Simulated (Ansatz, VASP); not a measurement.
**MoS2 in VASP and in Ansatz**

```
Mo S
1.0
     3.14137    0.00000    0.00000
    -1.57068    2.72051    0.00000
     0.00000    0.00000   12.56841
Mo S
2 4
Direct
  0.33333 0.66667 0.25000
  0.66667 0.33333 0.75000
  0.33333 0.66667 0.62596
  0.66667 0.33333 0.12596
  0.33333 0.66667 0.87404
  0.66667 0.33333 0.37404
```

Alike in both runs: functional PBEsol; k mesh 12 × 12 × 4; occupations gaussian, width 0.02 eV; no spin polarisation.

Ansatz relaxed the structure, and its values are those at the end. VASP's run is a single point on that final structure, the one shown.

|  | VASP | Ansatz |
| --- | --- | --- |
| version | VASP 6.6.1 | Ansatz 0.2.0 |
| potentials or method | VASP PAW PBE potentials, release 64 (Mo_sv, S) | scalar-relativistic, plane waves, PAW |
| plane-wave cutoff (eV) | 520 | 420 |
| valence electrons in the cell | 52 | 52 |

```tsv
	VASP	Ansatz	Ansatz less VASP
gap on the k mesh at the Fermi level (eV)	0.99	0.98	-0.015
least direct gap on the mesh (eV)	1.74	1.74	-0.005
pressure (GPa)	0.0	0.0	+0.03
```

Caveats: the PAW data sets were made with another functional, which shifts forces and pressure a little (VASP); this functional lacks dispersion, which binds the layers, so the pressure and a relaxed spacing across them are unreliable. A k mesh can miss the band edges.
